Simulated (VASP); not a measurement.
# SiGe3 (P6/mmm) in VASP: relaxation of cell and atoms with PBE

Aim: the relaxation of cell and atoms of SiGe3 with PBE.

Program: VASP 6.6.1. These are calculated values, not measurements. Logs are shortened: lines on timing, memory, paths and dates and some standing lists are left out, and cuts for length are marked.

## (1) Starting point

Symmetry: P6/mmm, No. 191, hexagonal system. Conventional cell: a = 5.080 Å, b = 5.080 Å, c = 6.570 Å, α = 90.00°, β = 90.00°, γ = 120.00°. Around Si (site symmetry -6m2) lie 2 Ge at 2.13 Å. Ge (site symmetry 6mm) is surrounded by 8 Ge at 2.99 to 3.41 Å and 6 Si at 3.33 Å. Ge (site symmetry 3m) is surrounded by 1 Si at 2.13 Å and 1 Ge at 2.30 Å.

The cell was built by a generator and needn't be a form met in nature.

## (2) Relaxation of cell and atoms, PBE

Input file INCAR:

```
SYSTEM = SiGe3
PREC = Normal
ENCUT = 520
EDIFF = 1E-4
ISMEAR = 0
SIGMA = 0.15
LREAL = .FALSE.
LASPH = .TRUE.
NELM = 60
ALGO = Fast
ISIF = 3
LWAVE = .FALSE.
LCHARG = .FALSE.
GGA = PE
IBRION = 2
NSW = 24
EDIFFG = -0.08
```

Input file KPOINTS:

```
Automatic mesh
0
G
  4 4 3
  0 0 0
```

Input file POSCAR:

```
SiGe3
1.0
    5.0804285300      0.0000000000      0.0000000000
   -2.5402142700      4.3997801700      0.0000000000
    0.0000000000      0.0000000000      6.5702664300
Si Ge
2 6
Direct
    0.3333333300      0.6666666700      0.5000000000
    0.6666666700      0.3333333300      0.5000000000
    0.0000000000      0.0000000000      0.2596905400
    0.0000000000      0.0000000000      0.7403094600
    0.3333333300      0.6666666700      0.1753778400
    0.3333333300      0.6666666700      0.8246221600
    0.6666666700      0.3333333300      0.8246221600
    0.6666666700      0.3333333300      0.1753778400
```

Potentials or basis: VASP PAW PBE potentials, release 64 (Si, Ge_d).

The run is started by

```sh
cat potpaw_PBE.64/Si/POTCAR potpaw_PBE.64/Ge_d/POTCAR > POTCAR
mpirun -np 1 vasp_std > vasp.out
```

OUTCAR:

```text
SYSTEM = SiGe3
   PREC = Normal
   ENCUT = 520
   EDIFF = 1E-4
   ISMEAR = 0
   LREAL = .FALSE.
   LASPH = .TRUE.
   NELM = 60
   ISIF = 3
   GGA = PE
   IBRION = 2
   NSW = 24
   EDIFFG = -0.08

 ion  position               nearest neighbor table
   1  0.333  0.667  0.500-   5 2.13   6 2.13   2 2.93   2 2.93   2 2.93
   2  0.667  0.333  0.500-   7 2.13   8 2.13   1 2.93   1 2.93   1 2.93
   3  0.000  0.000  0.260-
   4  0.000  0.000  0.740-
   5  0.333  0.667  0.175-   1 2.13   6 2.30
   6  0.333  0.667  0.825-   1 2.13   5 2.30
   7  0.667  0.333  0.825-   2 2.13   8 2.30
   8  0.667  0.333  0.175-   2 2.13   7 2.30

  LATTYP: Found a hexagonal cell.
 ALAT       =     5.0804285300
 C/A-ratio  =     1.2932504396

  Lattice vectors:

 A1 = (   5.0804285300,   0.0000000000,   0.0000000000)
 A2 = (  -2.5402142700,   4.3997801700,   0.0000000000)
 A3 = (   0.0000000000,   0.0000000000,   6.5702664300)

Analysis of symmetry for initial positions (statically):
=====================================================================
 Subroutine PRICEL returns:
 Original cell was already a primitive cell.

 Routine SETGRP: Setting up the symmetry group for a
 hexagonal supercell.

 Subroutine GETGRP returns: Found 24 space group operations
 (whereof 24 operations were pure point group operations)
 out of a pool of 24 trial point group operations.

The static configuration has the point symmetry D_6h.

Analysis of symmetry for dynamics (positions and initial velocities):
=====================================================================
 Subroutine PRICEL returns:
 Original cell was already a primitive cell.

 Routine SETGRP: Setting up the symmetry group for a
 hexagonal supercell.

 Subroutine GETGRP returns: Found 24 space group operations
 (whereof 24 operations were pure point group operations)
 out of a pool of 24 trial point group operations.

The dynamic configuration has the point symmetry D_6h.

 Subroutine INISYM returns: Found 24 space group operations
 (whereof 24 operations are pure point group operations),
 and found     1 'primitive' translations

----------------------------------------------------------------------------------------

                                     Primitive cell

  volume of cell :     146.8636

  direct lattice vectors                    reciprocal lattice vectors
     5.080428530  0.000000000  0.000000000     0.196833790  0.113642042  0.000000000
    -2.540214270  4.399780170  0.000000000     0.000000000  0.227284083  0.000000000
     0.000000000  0.000000000  6.570266430     0.000000000  0.000000000  0.152200829

  length of vectors
     5.080428530  5.080428533  6.570266430     0.227284083  0.227284083  0.152200829

  position of ions in fractional coordinates (direct lattice)
     0.333333330  0.666666670  0.500000000
     0.666666670  0.333333330  0.500000000
     0.000000000  0.000000000  0.259690540
     0.000000000  0.000000000  0.740309460
     0.333333330  0.666666670  0.175377840
     0.333333330  0.666666670  0.824622160
     0.666666670  0.333333330  0.824622160
     0.666666670  0.333333330  0.175377840

  ion indices of the primitive-cell ions
   primitive index   ion index
                 1           1
                 2           2
                 3           3
                 4           4
                 5           5
                 6           6
                 7           7
                 8           8

----------------------------------------------------------------------------------------

 KPOINTS: Automatic mesh

Automatic generation of k-mesh.
 Grid dimensions read from file:
 generate k-points for:    4    4    3

 Generating k-lattice:

  Cartesian coordinates                     Fractional coordinates (reciprocal lattice)
     0.049208447  0.028410510  0.000000000     0.250000000 -0.000000000  0.000000000
     0.000000000  0.056821021  0.000000000     0.000000000  0.250000000  0.000000000
     0.000000000  0.000000000  0.050733610     0.000000000  0.000000000  0.333333333

  Length of vectors
     0.056821021  0.056821021  0.050733610

  Shift w.r.t. Gamma in fractional coordinates (k-lattice)
     0.000000000  0.000000000  0.000000000

 Subroutine IBZKPT returns following result:
 ===========================================

 Found      8 irreducible k-points:

 Following reciprocal coordinates:
            Coordinates               Weight
  0.000000  0.000000  0.000000      1.000000
  0.250000  0.000000  0.000000      6.000000
  0.500000  0.000000  0.000000      3.000000
  0.250000  0.250000  0.000000      6.000000
  0.000000  0.000000  0.333333      2.000000
  0.250000  0.000000  0.333333     12.000000
  0.500000  0.000000  0.333333      6.000000
  0.250000  0.250000  0.333333     12.000000
   k-points           NKPTS =      8   k-points in BZ     NKDIM =      8   number of bands    NBANDS=     55
   number of dos      NEDOS =    301   number of ions     NIONS =      8
   total plane-waves  NPLWV =  31360
   dimension x,y,z NGX =    28 NGY =   28 NGZ =   40
   dimension x,y,z NGXF=    56 NGYF=   56 NGZF=   80
   ions per type =               2   6
   NGX,Y,Z   is equivalent  to a cutoff of   9.16,  9.16, 10.12 a.u.
   NGXF,Y,Z  is equivalent  to a cutoff of  18.32, 18.32, 20.24 a.u.
 SYSTEM =  SiGe3
   PREC   = normal    normal or accurate (medium, high low for compatibility)
   ISTART =      0    job   : 0-new  1-cont  2-samecut
   ICHARG =      2    charge: 1-file 2-atom 10-const
   ISPIN  =      1    spin polarized calculation?
   LNONCOLLINEAR =      F non collinear calculations
   LSORBIT =      F    spin-orbit coupling
   LASPH  =      T    aspherical Exc in radial PAW
   ENCUT  =  520.0 eV  38.22 Ry    6.18 a.u.   9.45  9.45 12.22*2*pi/ulx,y,z
   NELM   =     60;   NELMIN=  2; NELMDL= -5     # of ELM steps
   EDIFF  = 0.1E-03   stopping-criterion for ELM
   LREAL  =      F    real-space projection
   EDIFFG = -.8E-01   stopping-criterion for IOM
   NSW    =     24    number of steps for IOM
   IBRION =      2    ionic relax: 0-MD 1-quasi-New 2-CG
   NFREE  =      1    steps in history (QN), initial steepest desc. (CG)
   ISIF   =      3    stress and relaxation
   ISYM   =      2    0-nonsym 1-usesym 2-fastsym
   POTIM  = 0.5000    time-step for ionic-motion
   TEBEG  =    0.0;   TEEND  =   0.0 temperature during run
   PSTRESS=    0.0 pullay stress
   NELECT =      92.0000    total number of electrons
   NUPDOWN=      -1.0000    fix difference up-down
   EMIN   =  10.00;   EMAX   =-10.00  energy-range for DOS
   EFERMI =   0.00;   METHOD = LEGACY
   ISMEAR =     0;   SIGMA  =   0.15  broadening in eV -4-tet -1-fermi 0-gaus
   EFERMI_NEDOS =   21; number of points for ismear=-14 and -15
   IALGO  =     68    algorithm
   IMIX   =      4    mixing-type and parameters
     AMIX     =   0.40;   BMIX     =  1.00
     AMIX_MAG =   1.60;   BMIX_MAG =  1.00
  volume/ion in A,a.u.               =      18.36       123.89
  Fermi-wavevector in a.u.,A,eV,Ry     =   1.400767  2.647066 26.696660  1.962149
  Thomas-Fermi vector in A             =   2.523695
   LORBIT       =      0    0 simple, 1 ext, 2 COOP (PROOUT), +10 PAW based schemes
   GGA     = PE    functional components
   LHFCALC =     F    Hartree Fock is set to
   AEXX    =    0.0000 exact exchange contribution
   IVDW    =     0    specifies the selected vdW correction
   LEPSILON=     F    determine dielectric tensor
   LRPA    =     F    only Hartree local field effects (RPA)
 conjugate gradient relaxation of ions
 non-spin polarized calculation
 RMM-DIIS sequential band-by-band and
 Gauss-broadening in eV      SIGMA  =   0.15
  energy-cutoff  :      520.00
  volume of cell :      146.86
 maximum number of plane-waves:      3968
   NGX = 19   NGY = 19   NGZ = 25

--------------------------------------- Ionic step        1  -------------------------------------------

 number of electron      91.9999999 magnetization

 Free energy of the ion-electron system (eV)
  ---------------------------------------------------
  ext. energy  EPLUGINS =         0.00000000
  ---------------------------------------------------
  free energy    TOTEN  =       -31.14921366 eV

  energy without entropy =      -31.10372366  energy(sigma->0) =      -31.12646866

------------------------ aborting loop because EDIFF is reached ----------------------------------------

  FORCE on cell =-STRESS in cart. coord.  units (eV):
  Direction    XX          YY          ZZ          XY          YZ          ZX
  --------------------------------------------------------------------------------------
  -------------------------------------------------------------------------------------
  Total        1.4247559      1.4247559     34.4478599     -0.0000000     -0.0000000      0.0000000
  in kB       15.5430680     15.5430680    375.8015128     -0.0000000     -0.0000000      0.0000000
  external PRESSURE =     135.6292163 kB  Pullay stress =       0.0000000 kB
[... 107 lines left out ...]
  FREE ENERGIE OF THE ION-ELECTRON SYSTEM (eV)
  ---------------------------------------------------
  free  energy   TOTEN  =       -34.0779735442 eV

  energy  without entropy=      -34.0282395998  energy(sigma->0) =      -34.05310657

[... ionic steps 4 to 20 ...]

--------------------------------------- Ionic step       21  -------------------------------------------

 number of electron      91.9999916 magnetization

------------------------ aborting loop because EDIFF is reached ----------------------------------------

  FORCE on cell =-STRESS in cart. coord.  units (eV):
  Direction    XX          YY          ZZ          XY          YZ          ZX
  --------------------------------------------------------------------------------------
  -------------------------------------------------------------------------------------
  Total       -1.1345716     -1.1345716      1.1811179      0.0000000     -0.0000000     -0.0000000
  in kB      -11.6338145    -11.6338145     12.1110968      0.0000000     -0.0000000     -0.0000000
  external PRESSURE =      -3.7188441 kB  Pullay stress =       0.0000000 kB
[... 69 lines left out ...]
  energy  without entropy=      -35.3937012995  energy(sigma->0) =      -35.40231459

--------------------------------------- Ionic step       23  -------------------------------------------

 number of electron      92.0000214 magnetization

 Free energy of the ion-electron system (eV)
  ---------------------------------------------------
  ext. energy  EPLUGINS =         0.00000000
  ---------------------------------------------------
  free energy    TOTEN  =       -35.41273728 eV

  energy without entropy =      -35.39522392  energy(sigma->0) =      -35.40398060

 E-fermi :   6.1252     XC(G=0): -10.6534

 val. band max:        6.0903539087   @ k =   0.0000   0.0000   0.3333
 cond. band min:       6.4660915318   @ k =   0.5000   0.0000   0.0000
 fundamental gap:      0.3757376230
 Fermi energy:         6.1251938416

 k-point     1 :       0.0000    0.0000    0.0000
  band No.  band energies     occupation
      1     -18.5034      2.00000
      2     -18.4750      2.00000
      3     -18.4750      2.00000
      4     -18.4664      2.00000
      5     -18.4664      2.00000
      6     -18.4616      2.00000
[... 488 lines left out ...]
  FREE ENERGIE OF THE ION-ELECTRON SYSTEM (eV)
  ---------------------------------------------------
  free  energy   TOTEN  =       -35.4127372785 eV

  energy  without entropy=      -35.3952239156  energy(sigma->0) =      -35.40398060

 reached required accuracy - stopping structural energy minimisation
```

Run time: 7.9 min. Hardware: 1 thread of Intel Xeon Platinum 8488C (Sapphire Rapids), shared host; peak memory 0.2 GiB.

Results:

| Quantity | Value |
| --- | --- |
| Free energy | -35.4127 eV |
| Relaxed volume | 19.54 Å³/atom |
| Relaxed cell | a = 4.738 Å, b = 4.738 Å, c = 8.039 Å, α = 90.00°, β = 90.00°, γ = 120.00° |
| Space group after relaxing (to 0.05 Å) | P6/mmm (No. 191) |
| Energy gained by relaxing | 532.9 meV/atom |
| Ionic steps | 23 |
| Pressure after relaxing | -0.4 GPa |
| Largest force after relaxing | 0.049 eV/Å |
| Band gap on the k mesh | none (metal or under the smearing width) |

Forces in eV/Å, atoms in the order of the input:
```
Si   0.000  0.000  0.000
Si   0.000  0.000  0.000
Ge   0.000  0.000 -0.033
Ge   0.000  0.000  0.033
Ge   0.000  0.000 -0.049
Ge   0.000  0.000  0.049
Ge   0.000  0.000  0.049
Ge   0.000  0.000 -0.049
```

The path:
```csv
step,energy change (eV),largest force (eV/Å),pressure (GPa),volume (Å³)
1,0.0000,1.3854,13.56,146.86
2,-2.8807,0.5681,-7.21,180.43
3,-2.9288,0.4739,-6.02,175.91
4,-3.7374,0.2644,-1.92,162.26
5,-3.7357,0.2745,-3.06,162.76
6,-3.8601,0.3207,-0.07,154.54
7,-3.8647,0.3186,-0.81,153.32
8,-3.8606,0.3343,1.45,150.89
9,-3.8648,0.3923,-0.87,152.00
10,-3.8630,0.3418,1.64,151.38
11,-3.8640,0.3858,-0.01,151.69
12,-3.8812,0.3457,0.54,151.78
13,-3.9163,0.3998,0.48,152.05
14,-3.8453,0.5428,0.85,152.53
15,-3.9184,0.4307,0.33,152.12
16,-3.9248,0.3763,0.20,152.21
17,-3.9439,0.3875,-0.12,152.46
18,-3.9824,0.4299,1.09,152.98
19,-4.0607,0.4372,0.16,154.02
20,-4.1760,0.2496,-0.32,156.11
21,-4.2516,0.0994,-0.37,156.25
22,-4.2617,0.0646,-0.42,156.29
23,-4.2635,0.0489,-0.41,156.31
```

Final structure:
```yaml
crystal:
  lattice:
    - [4.73814, 0.00000, 0.00000]
    - [-2.36907, 4.10335, 0.00000]
    - [0.00000, 0.00000, 8.03947]
  atoms:
    - { symbol: Si, position: [0.33333, 0.66667, 0.50000] }
    - { symbol: Si, position: [0.66667, 0.33333, 0.50000] }
    - { symbol: Ge, position: [0.00000, 0.00000, 0.32891] }
    - { symbol: Ge, position: [0.00000, 0.00000, 0.67109] }
    - { symbol: Ge, position: [0.33333, 0.66667, 0.18025] }
    - { symbol: Ge, position: [0.33333, 0.66667, 0.81975] }
    - { symbol: Ge, position: [0.66667, 0.33333, 0.81975] }
    - { symbol: Ge, position: [0.66667, 0.33333, 0.18025] }
```

Levels at points of the mesh, in eV from the Fermi level:
```tsv
k point	band 44	band 45	band 46	band 47	band 48	band 49
(0.00, 0.00, 0.00)	-2.00	-1.40	-1.40	-0.86	-0.86	-0.77
(0.50, 0.00, 0.00)	-0.76	-0.69	0.34	1.87	2.06	2.57
```

Caveat: the relaxation stopped at a loose force limit of 0.08 eV/Å, so its end isn't a converged minimum.
